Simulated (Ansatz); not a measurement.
# GaN in Ansatz: the effect of exact exchange

Crystal: GaN.

```
Ga N
1.0
     0.00000    2.13524    2.13524
     2.13524    0.00000    2.13524
     2.13524    2.13524    0.00000
Ga N
1 1
Direct
  0.00000 0.00000 0.00000
  0.50000 0.50000 0.50000
```

Measurements of this composition are mostly on another form, of space group No. 186.

Alike in all runs:

* Program: Ansatz 0.2.0
* Task: single point
* Functional: HSE06 form with a typed share of exact exchange
* Potentials or basis: Ansatz PAW
* Cutoff: 420 eV (not typed: the program's choice for these potentials)
* k mesh: 6 × 6 × 6
* Occupations: fermi-dirac, width 0.05 eV
* Spin: no spin polarisation

```tsv
exact exchange	gap on the mesh (eV)	pressure (GPa)
0.05	0.62	-2.5
0.1	0.86	-4.5
0.15	1.11	-6.4
0.2	1.37	-8.2
0.25	?	?
0.3	1.91	-11.8
0.4	2.47	-15.3
0.5	3.05	-18.6
```

Task: What does the run with exact exchange 0.25 give?

Result: gap on the mesh 1.63 eV; pressure -10.1 GPa.

Worked out: A parabola through the other rows of the gap on the mesh, of slope 5.35 eV per unit of exact exchange there, gives 1.64 eV, against the run's 1.63. A parabola through the other rows of the pressure, of slope -36.1 GPa per unit of exact exchange there, gives -10.0 GPa, against the run's -10.1.

Caveats: all runs use coarse meshes; the PAW data sets come from PBE, with cores solved anew for the run's functional, which leaves a small shift of forces and pressure; the thresholds are loose for stress.

A k mesh can miss the band edges.
